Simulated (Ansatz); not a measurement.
The system is CaO.

```
Ca O
1.0
     0.00000    2.40356    2.40356
     2.40356    0.00000    2.40356
     2.40356    2.40356    0.00000
Ca O
1 1
Cartesian
  0.0000 0.0000 0.0000
  2.4036 2.4036 2.4036
```

The cell is a database's computed one.

Base run:

| Quantity | Value |
| --- | --- |
| Program | Ansatz 0.2.0 |
| Functional | PBE |
| Potentials or basis | Ansatz PAW |
| Cutoff | 420 eV (not typed: the program's choice for these potentials) |
| k mesh | 10 × 10 × 10 |
| Occupations | fermi-dirac, width 0.05 eV |
| Spin | no spin polarisation |

Its results: band gap on the k mesh 3.66 eV, indirect (least direct gap 4.03 eV); pressure 1.6 GPa.

Task: After a change of settings the same cell gave: band gap on the k mesh 3.74 eV, indirect (least direct gap 4.11 eV); pressure 4.4 GPa. Which change was it?
A. k mesh from 10 × 10 × 10 to 13 × 13 × 13
B. potentials or basis from Ansatz PAW to SPMS NC; cutoff from 420 eV (not typed: the program's choice for these potentials) to 1034 eV (not typed: the program's choice for these potentials)
C. functional from PBE to revPBE
D. cutoff from 420 eV (not typed: the program's choice for these potentials) to 300 eV

Result: C.

revPBE binds less tightly than PBE, so the same cell stands under more pressure.

Caveats: the PAW data sets come from PBE, with cores solved anew for the run's functional, which leaves a small shift of forces and pressure (some runs).
